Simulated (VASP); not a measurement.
Input of a VASP 6.6.1 run:

INCAR

```
SYSTEM = Zr2C
  PREC = Accurate
  ENCUT = 520
  EDIFF = 1E-6
  ISMEAR = 0
  SIGMA = 0.1
  LREAL = .FALSE.
  LASPH = .TRUE.
  NELM = 60
  ALGO = Fast
  ISIF = 2
  LWAVE = .FALSE.
  LCHARG = .FALSE.
  GGA = PE
  NBANDS = 21
```

File KPOINTS:

```
regular mesh
0
G
  12 12 16
  0 0 0
```

File POSCAR:

```
Zr2C
1.0
    4.5413548900      0.0000000000      0.0000000000
   -2.2706774450      3.9329287024      0.0000000000
    0.0000000000      0.0000000000      2.7564552291
Zr C
2 1
Direct
    0.3333333333      0.6666666667      0.0000000000
    0.6666666667      0.3333333333      0.0000000000
    0.0000000000      0.0000000000      0.5000000000
```

Potentials or basis: VASP PAW PBE potentials, release 64 (Zr_sv, C).

Launch:

```bash
$ cat potpaw_PBE.64/Zr_sv/POTCAR potpaw_PBE.64/C/POTCAR > POTCAR
$ mpirun -np 1 vasp_std > vasp.out
```

(1) What does it give for the band gap on the k mesh?

(2) Estimate the pressure.

Answers

(1) none (metal or under the smearing width).

(2) 0.2 GPa.
